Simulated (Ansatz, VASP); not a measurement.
## Rh in VASP and in Ansatz

INCAR

```
  PREC = Accurate
  ENCUT = 520
  EDIFF = 1E-6
  ISMEAR = -1
  SIGMA = 0.05
  LREAL = False
  LASPH = True
  NELM = 60
  ALGO = Normal
  ISIF = 2
  LWAVE = False
  LCHARG = False
  GGA = PE
  NBANDS = 22
```

Contents of KPOINTS:

```
regular mesh
0
Gamma
  13 13 13
```

File POSCAR:

```
Rh
1.0
    0.0000000000      2.4237472311      2.4237472311
    2.4237472311      0.0000000000      2.4237472311
    2.4237472311      2.4237472311      0.0000000000
Rh
2
Direct
   -0.1250000000     -0.1250000000     -0.1250000000
    0.1250000000      0.1250000000      0.1250000000
```

Input for Ansatz:

```yaml
crystal:
  lattice:
    - [0.0, 2.4237472311, 2.4237472311]
    - [2.4237472311, 0.0, 2.4237472311]
    - [2.4237472311, 2.4237472311, 0.0]
  atoms:
    - { symbol: Rh, position: [-0.125, -0.125, -0.125] }
    - { symbol: Rh, position: [0.125, 0.125, 0.125] }
kpoints:
  mp_grid: { grid: [13, 13, 13] }
scf:
  occupations: { method: fermi_dirac, width: 0.05 }
hamiltonian:
  xc: pbe
  pseudopotentials: { kind: all_electron, lapw: { basis_error: 0.001 } }
output:
  forces: true
  stress: true
  eigenvalues: true
  populations: true
```

Change from the starting cell: volume scaled by 0.68, LAPW.

Alike in both runs: task single point; functional PBE; k mesh 13 × 13 × 13; occupations fermi-dirac, width 0.05 eV; no spin polarisation.

|  | VASP | Ansatz |
| --- | --- | --- |
| version | VASP 6.6.1 | Ansatz 0.2.0 |
| potentials or method | VASP PAW PBE potentials, release 64 (Rh_pv) | all-electron LAPW, scalar-relativistic |
| plane-wave cutoff (eV) | 520 | see its input |

```csv
,VASP,Ansatz,Ansatz less VASP
pressure (GPa),131.6,129.2,-2.38
```

Ansatz ran all-electron here, so the differences hold the error of VASP's frozen core and of both bases.

Caveats: the cell as given lies far from equilibrium; so large a pressure means that the cell lies far from this level's equilibrium, or that cutoff or potentials fall short (VASP).
